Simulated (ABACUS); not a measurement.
# LiF (Griceite) (Fm-3m) in ABACUS: equation of state

How stiff is LiF (Griceite) in PBE, and what volume does it want? The cell is scaled to several volumes.

Everything below comes from runs of ABACUS 3.10.1. Logs are shortened: lines on timing, memory, paths and dates and some standing lists are left out, and cuts for length are marked.

## (1) Starting point

It takes space group Fm-3m (No. 225, cubic). The conventional cell has a = 4.028 Å, b = 4.028 Å, c = 4.028 Å, α = 90.00°, β = 90.00°, γ = 90.00°. F (site symmetry m-3m) is surrounded by 6 Li at 2.01 Å. Around Li (site symmetry m-3m) lie 6 F at 2.01 Å.

## (2) Equation of state, PBE, 7.68 Å³/atom (volume scaled by 0.94)

INPUT

```
INPUT_PARAMETERS
suffix              LiF
calculation         scf
basis_type          pw
pseudo_dir          ./
symmetry            1
dft_functional      pbe
ecutwfc             84
pseudo_rcut         10
nspin               1
nbands              9
ks_solver           dav
smearing_method     fd
smearing_sigma      0.00367493
scf_thr             1e-08
scf_nmax            100
mixing_type         broyden
mixing_beta         0.7
cal_force           1
cal_stress          1
kpar                4
```

STRU

```
ATOMIC_SPECIES
F 18.9984 F.upf
Li 6.9400 Li.upf

LATTICE_CONSTANT
1.8897261246

LATTICE_VECTORS
0.0000000000 1.9728864230 1.9728864230
1.9728864230 0.0000000000 1.9728864230
1.9728864230 1.9728864230 0.0000000000

ATOMIC_POSITIONS
Direct

F
0.0
1
0.5000000000 0.5000000000 0.5000000000 1 1 1

Li
0.0
1
0.0000000000 0.0000000000 0.0000000000 1 1 1
```

KPT

```
K_POINTS
0
Gamma
11 11 11 0 0 0
```

Potentials or basis: PseudoDojo NC SR 0.4.1 PBE standard, plane waves.

Started as:

```console
$ OMP_NUM_THREADS=1 mpirun -np 4 abacus > log
```

running log:

```text
ABACUS v3.10.1

               Atomic-orbital Based Ab-initio Computation at UStc

 ------------------------------------------------------------------------------------

 READING GENERAL INFORMATION
                           global_out_dir = OUT.LiF/
                           global_in_card = INPUT
                               pseudo_dir = ./
                              orbital_dir =
                                    DSIZE = 4
                                    GSIZE = 1

 READING UNITCELL INFORMATION
                                    ntype = 2
                  lattice constant (Bohr) = 1.88973
              lattice constant (Angstrom) = 1

 READING ATOM TYPE 1
                               atom label = F
                      L=0, number of zeta = 1
                      L=1, number of zeta = 1
                      L=2, number of zeta = 1
             number of atom for this type = 1

 READING ATOM TYPE 2
                               atom label = Li
                      L=0, number of zeta = 1
                      L=1, number of zeta = 1
                      L=2, number of zeta = 1
             number of atom for this type = 1

                        TOTAL ATOM NUMBER = 2
DIRECT COORDINATES
    atom                   x                   y                   z     mag                  vx                  vy                  vz
taud_F1            0.5000000000        0.5000000000        0.5000000000  0.0000        0.0000000000        0.0000000000        0.0000000000
taud_Li1            0.0000000000        0.0000000000        0.0000000000  0.0000        0.0000000000        0.0000000000        0.0000000000

                          Volume (Bohr^3) = 103.641
                             Volume (A^3) = 15.358

 Lattice vectors: (Cartesian coordinate: in unit of a_0)
                   +0            +1.97289            +1.97289
             +1.97289                  +0            +1.97289
             +1.97289            +1.97289                  +0
 Reciprocal vectors: (Cartesian coordinate: in unit of 2 pi/a_0)
            -0.253436           +0.253436           +0.253436
            +0.253436           -0.253436           +0.253436
            +0.253436           +0.253436           -0.253436
 The esolver type has been set to : ksdft_pw

                PAO radial cut off (Bohr) = 10

 Read in pseudopotential file is F.upf
                     pseudopotential type = NC
          exchange-correlation functional = PBE
                 nonlocal core correction = 1
                        valence electrons = 7
                                     lmax = 2
                           number of zeta = 2
                     number of projectors = 5
                           L of projector = 0
                           L of projector = 0
                           L of projector = 1
                           L of projector = 1
                           L of projector = 2
                PAO radial cut off (Bohr) = 10

 Read in pseudopotential file is Li.upf
                     pseudopotential type = NC
          exchange-correlation functional = PBE
                 nonlocal core correction = 0
                        valence electrons = 3
                                     lmax = 1
                           number of zeta = 2
                     number of projectors = 4
                           L of projector = 0
                           L of projector = 0
                           L of projector = 1
                           L of projector = 1
     initial pseudo atomic orbital number = 6

 SETUP THE ELECTRONS NUMBER
             electron number of element F = 7
       total electron number of element F = 7
            electron number of element Li = 3
      total electron number of element Li = 3
            AUTOSET number of electrons:  = 10
                           occupied bands = 5
                                   NBANDS = 9
                                   NLOCAL = 18

%%%%%%%%%%%%%%%%%%%%%%%%%%%%%%%%%%%%%%%%%%%%%%%%%%%%%%%%%%%%%%%%%%%%%%%%%%%%%%%%%%%%%%%%%%%%%%%%%%%%%%%%%%
 Warning: the number of valence electrons in pseudopotential > 1 for Li: [He] 2s1
 Pseudopotentials with additional electrons can yield (more) accurate outcomes, but may be less efficient.
 If you're confident that your chosen pseudopotential is appropriate, you can safely ignore this warning.
%%%%%%%%%%%%%%%%%%%%%%%%%%%%%%%%%%%%%%%%%%%%%%%%%%%%%%%%%%%%%%%%%%%%%%%%%%%%%%%%%%%%%%%%%%%%%%%%%%%%%%%%%%

 SETUP THE PLANE WAVE BASIS
 energy cutoff for charge/potential (unit:Ry) = 336
            fft grid for charge/potential = [ 32, 32, 32 ]
                        fft grid division = [ 1, 1, 1 ]
        big fft grid for charge/potential = [ 32, 32, 32 ]
[... 47 lines left out ...]
              PURE POINT GROUP OPERATIONS = 48
                   SPACE GROUP OPERATIONS = 48
                              POINT GROUP = O_h
               POINT GROUP IN SPACE GROUP = O_h

 SETUP K-POINTS
                                    nspin = 1
                   Input type of k points = Monkhorst-Pack(Gamma)
                                   nkstot = 1331
                       right hand lattice = 1
(for reciprocal lattice: )
                             BRAVAIS TYPE = 2
                     BRAVAIS LATTICE NAME = 02. Cubic I (body-centered)
                                    ibrav = 2
                       right hand lattice = 1
(for k-lattice: )
                             BRAVAIS TYPE = 2
                     BRAVAIS LATTICE NAME = 02. Cubic I (body-centered)
                                    ibrav = 2
                       right hand lattice = 1
                        ROTATION MATRICES = 48
                               nkstot_ibz = 56
K-POINTS REDUCTION ACCORDING TO SYMMETRY
     IBZ    DIRECT_X    DIRECT_Y    DIRECT_Z  WEIGHT  ibz2bz
       1  0.00000000  0.00000000  0.00000000  0.0008       0
       2  0.09090909  0.09090909  0.09090909  0.0060       1
       3  0.18181818  0.18181818  0.18181818  0.0060       2
       4  0.27272727  0.27272727  0.27272727  0.0060       3
       5  0.36363636  0.36363636  0.36363636  0.0060       4
       6  0.45454545  0.45454545  0.45454545  0.0060       5
[... 22 lines left out ...]
      29 -0.36363636  0.36363636  0.36363636  0.0180      40
      30 -0.45454545  0.27272727  0.27272727  0.0090      41
[... 26 further k points ...]

                               nkstot now = 56
[... K-POINTS DIRECT COORDINATES: 56 rows ...]

           k-point number in this process = 14
       minimum distributed K point number = 14
[... stars of the k points ...]

[... K-POINTS CARTESIAN COORDINATES: 14 rows ...]

[... K-POINTS DIRECT COORDINATES: 14 rows ...]

 SETUP PLANE WAVES FOR WAVE FUNCTIONS
     energy cutoff for wavefunc (unit:Ry) = 84
              fft grid for wave functions = [ 32, 32, 32 ]
                    number of plane waves = 1989
                         number of sticks = 211

 PARALLEL PW FOR WAVE FUNCTIONS
     PROC   COLUMNS(POT)             PW
        1            211           1989
 --------------- sum -------------------
        1            211           1989

 SETUP NONLOCAL PSEUDOPOTENTIALS IN PLANE WAVE BASIS
 F non-local projectors:
 projector 1 L=0
 projector 2 L=0
 projector 3 L=1
 projector 4 L=1
 projector 5 L=2
 Li non-local projectors:
 projector 1 L=0
 projector 2 L=0
 projector 3 L=1
 projector 4 L=1
      TOTAL NUMBER OF NONLOCAL PROJECTORS = 21

 Init Non-Local PseudoPotential table :
 Init Non-Local-Pseudopotential done.

                                     npwx = 1363

 Make real space PAO into reciprocal space.
       max mesh points in Pseudopotential = 1001
     dq(describe PAO in reciprocal space) = 0.01
                                    max q = 1104

 number of pseudo atomic orbitals for F is 2

 number of pseudo atomic orbitals for Li is 2
WARNING: norm of atomic wavefunction # 2 of atomic type Li is 0.997717, renormalized

 -------------------------------------------
 SELF-CONSISTENT
 -------------------------------------------
                                 init_chg = atomic

 PW ALGORITHM --------------- ION=   1  ELEC=   1--------------------------------

 Density error is 0.12097229398
                          Error Threshold = 0.01
----------------------------------------------------------
     Energy           Rydberg                 eV
----------------------------------------------------------
 E_KohnSham     -63.9361498559       -869.8959462226
 E_Harris       -62.1587578971       -845.7132880030
 E_Fermi        0.1549630138         2.1083799671
----------------------------------------------------------
[... 75 lines left out ...]
 Density error is 1.54434677287e-11
                          Error Threshold = 1.22591109755e-10
----------------------------------------------------------
     Energy           Rydberg                 eV
----------------------------------------------------------
 E_KohnSham     -63.9804271447       -870.4983696425
 E_KS(sigma->0) -63.9804271447       -870.4983696425
 E_Harris       -63.9804104317       -870.4981422495
 E_band         -8.3604619326        -113.7499201952
 E_one_elec     -23.7143884590       -322.6508076275
 E_Hartree      16.1699103214        220.0029165196
 E_xc           -14.6343388187       -199.1103943970
 E_Ewald        -41.8016101884       -568.7400841375
 E_entropy(-TS) -0.0000000000        -0.0000000000
 E_descf        0.0000000000         0.0000000000
 E_exx          0.0000000000         0.0000000000
 E_Fermi        0.7282173772         9.9079057121
----------------------------------------------------------

 charge density convergence is achieved
 final etot is -870.49836964 eV
 EFERMI = 9.9079057121 eV

 STATE ENERGY(eV) AND OCCUPATIONS    NSPIN == 1
 1/14 kpoint (Cartesian) = 0.0000 0.0000 0.0000 (1363 pws)
       1       -39.2957     0.00150263
       2       -18.6429     0.00150263
       3        1.41866     0.00150263
       4        1.41866     0.00150263
       5        1.41866     0.00150263
       6        11.1087    5.57937e-14
       7        26.2424        0.00000
       8        26.2424        0.00000
       9        26.2424        0.00000
[... 45 lines left out ...]
 6/14 kpoint (Cartesian) = 0.11520 0.11520 0.11520 (1356 pws)
       1       -39.2212      0.0120210
       2       -18.1766      0.0120210
       3       -1.22481      0.0120210
       4        1.17611      0.0120210
       5        1.17611      0.0120210
       6        12.5929    5.73484e-26
       7        18.9155    6.93381e-81
       8        20.9227        0.00000
       9        20.9227        0.00000

[... levels at 8 further k points ...]

------------------------------------------------------------------------------------------
 TOTAL-FORCE (eV/Angstrom)
------------------------------------------------------------------------------------------
                        F1         0.0000000000         0.0000000000         0.0000000000
                       Li1         0.0000000000         0.0000000000         0.0000000000
------------------------------------------------------------------------------------------

----------------------------------------------------------------
 TOTAL-STRESS (KBAR)
----------------------------------------------------------------
        69.8628480544        -0.0000000000        -0.0000000000
        -0.0000000000        69.8628480544         0.0000000000
        -0.0000000000         0.0000000000        69.8628480544
----------------------------------------------------------------
 TOTAL-PRESSURE: 69.862848 KBAR

 --------------------------------------------
 !FINAL_ETOT_IS -870.4983696424550317 eV
 --------------------------------------------
```

It took 2.3 s on 4 MPI ranks of Intel Xeon Platinum 8488C (Sapphire Rapids), shared host; peak memory 0.24 GiB.

What came out:

```yaml
Free_energy: -870.4984 eV
Pressure: 7.0 GPa
Band_gap_on_the_k_mesh: 9.69 eV, direct
```

Caveat: an odd mesh through Γ misses points on the zone boundary, where band edges often lie.

## (3) Equation of state, PBE, 7.84 Å³/atom (volume scaled by 0.96)

INPUT is that of step 2.

Edit STRU of step 2 so:

```diff
@@ -8,5 +8,5 @@
 LATTICE_VECTORS
-0.0000000000 1.9728864230 1.9728864230
-1.9728864230 0.0000000000 1.9728864230
-1.9728864230 1.9728864230 0.0000000000
+0.0000000000 1.9867804471 1.9867804471
+1.9867804471 0.0000000000 1.9867804471
+1.9867804471 1.9867804471 0.0000000000
```

KPT is that of step 2.

Potentials or basis: PseudoDojo NC SR 0.4.1 PBE standard, plane waves.

Started as:

```console
$ OMP_NUM_THREADS=1 mpirun -np 4 abacus > log
```

It took 2.1 s on 4 MPI ranks of Intel Xeon Platinum 8488C (Sapphire Rapids), shared host; peak memory 0.24 GiB.

It converged, with:

| Item | Value |
| --- | --- |
| Free energy | -870.5106 eV |
| Pressure | 5.1 GPa |
| Band gap on the k mesh | 9.49 eV, direct |

Caveat: an odd mesh through Γ misses points on the zone boundary, where band edges often lie.

## (4) Equation of state, PBE, 8.01 Å³/atom (volume scaled by 0.98)

INPUT is that of step 3.

Edit STRU of step 3 so:

```diff
@@ -8,5 +8,5 @@
 LATTICE_VECTORS
-0.0000000000 1.9867804471 1.9867804471
-1.9867804471 0.0000000000 1.9867804471
-1.9867804471 1.9867804471 0.0000000000
+0.0000000000 2.0004828142 2.0004828142
+2.0004828142 0.0000000000 2.0004828142
+2.0004828142 2.0004828142 0.0000000000
```

KPT is that of step 3.

Started as:

```console
$ OMP_NUM_THREADS=1 mpirun -np 4 abacus > log
```

Run time: 2 s. Hardware: 4 MPI ranks of Intel Xeon Platinum 8488C (Sapphire Rapids), shared host; peak memory 0.24 GiB.

Results (log left out):

| Quantity | Value |
| --- | --- |
| Free energy | -870.5192 eV |
| Pressure | 3.3 GPa |
| Band gap on the k mesh | 9.30 eV, direct |

Caveat: an odd mesh through Γ misses points on the zone boundary, where band edges often lie.

## (5) Equation of state, PBE, 8.17 Å³/atom

INPUT is that of step 4.

Edit STRU of step 4 so:

```diff
@@ -8,5 +8,5 @@
 LATTICE_VECTORS
-0.0000000000 2.0004828142 2.0004828142
-2.0004828142 0.0000000000 2.0004828142
-2.0004828142 2.0004828142 0.0000000000
+0.0000000000 2.0140000000 2.0140000000
+2.0140000000 0.0000000000 2.0140000000
+2.0140000000 2.0140000000 0.0000000000
```

KPT is that of step 4.

Started as:

```console
$ OMP_NUM_THREADS=1 mpirun -np 4 abacus > log
```

Wall time 2 s (4 MPI ranks of Intel Xeon Platinum 8488C (Sapphire Rapids), shared host); peak memory 0.24 GiB.

It converged, with:

- Free energy: -870.5243 eV
- Pressure: 1.7 GPa
- Band gap on the k mesh: 9.11 eV, direct

Caveat: an odd mesh through Γ misses points on the zone boundary, where band edges often lie.

## (6) Equation of state, PBE, 8.33 Å³/atom (volume scaled by 1.02)

INPUT is that of step 5.

Edit STRU of step 5 so:

```diff
@@ -8,5 +8,5 @@
 LATTICE_VECTORS
-0.0000000000 2.0140000000 2.0140000000
-2.0140000000 0.0000000000 2.0140000000
-2.0140000000 2.0140000000 0.0000000000
+0.0000000000 2.0273381371 2.0273381371
+2.0273381371 0.0000000000 2.0273381371
+2.0273381371 2.0273381371 0.0000000000
```

KPT is that of step 5.

Potentials or basis: PseudoDojo NC SR 0.4.1 PBE standard, plane waves.

Started as:

```console
$ OMP_NUM_THREADS=1 mpirun -np 4 abacus > log
```

Wall time 1.9 s (4 MPI ranks of Intel Xeon Platinum 8488C (Sapphire Rapids), shared host); peak memory 0.24 GiB.

It converged, with:

```
Free energy            : -870.5265 eV
Pressure               : 0.3 GPa
Band gap on the k mesh : 8.94 eV, direct
```

Caveat: an odd mesh through Γ misses points on the zone boundary, where band edges often lie.

## (7) Equation of state, PBE, 8.50 Å³/atom (volume scaled by 1.04)

INPUT is that of step 6.

Edit STRU of step 6 so:

```diff
@@ -8,5 +8,5 @@
 LATTICE_VECTORS
-0.0000000000 2.0273381371 2.0273381371
-2.0273381371 0.0000000000 2.0273381371
-2.0273381371 2.0273381371 0.0000000000
+0.0000000000 2.0405030393 2.0405030393
+2.0405030393 0.0000000000 2.0405030393
+2.0405030393 2.0405030393 0.0000000000
```

KPT is that of step 6.

Started as:

```console
$ OMP_NUM_THREADS=1 mpirun -np 4 abacus > log
```

Wall time 1.9 s (4 MPI ranks of Intel Xeon Platinum 8488C (Sapphire Rapids), shared host); peak memory 0.24 GiB.

It converged, with:

| Item | Value |
| --- | --- |
| Free energy | -870.5258 eV |
| Pressure | -1.0 GPa |
| Band gap on the k mesh | 8.77 eV, direct |

Caveat: an odd mesh through Γ misses points on the zone boundary, where band edges often lie.

## (8) Equation of state, PBE, 8.66 Å³/atom (volume scaled by 1.06)

INPUT is that of step 7.

Edit STRU of step 7 so:

```diff
@@ -8,5 +8,5 @@
 LATTICE_VECTORS
-0.0000000000 2.0405030393 2.0405030393
-2.0405030393 0.0000000000 2.0405030393
-2.0405030393 2.0405030393 0.0000000000
+0.0000000000 2.0535002244 2.0535002244
+2.0535002244 0.0000000000 2.0535002244
+2.0535002244 2.0535002244 0.0000000000
```

KPT is that of step 7.

Started as:

```console
$ OMP_NUM_THREADS=1 mpirun -np 4 abacus > log
```

It took 3.5 s on 4 MPI ranks of Intel Xeon Platinum 8488C (Sapphire Rapids), shared host; peak memory 0.24 GiB.

The run converged. Its results:

```yaml
Free_energy: -870.5227 eV
Pressure: -2.1 GPa
Band_gap_on_the_k_mesh: 8.61 eV, direct
```

Caveat: an odd mesh through Γ misses points on the zone boundary, where band edges often lie.

## (9) Equation of state, PBE

Potentials or basis: PseudoDojo NC SR 0.4.1 PBE standard, plane waves.

This step only gathers the single runs of the series.

What came out:

- Equilibrium volume: 8.37 Å³/atom
- Bulk modulus: 67 GPa
- Pressure derivative of the bulk modulus: 4.2

Energy against volume, from the lowest point:
```
volume (Å³/atom)  energy (meV/atom)
           7.679              14.04
           7.842               7.90
           8.006               3.64
           8.169               1.06
           8.333               0.00
           8.496               0.32
           8.659               1.89
```

PBE usually gives volumes a little too large and moduli too small. Zero-point motion and thermal expansion aren't in these numbers.
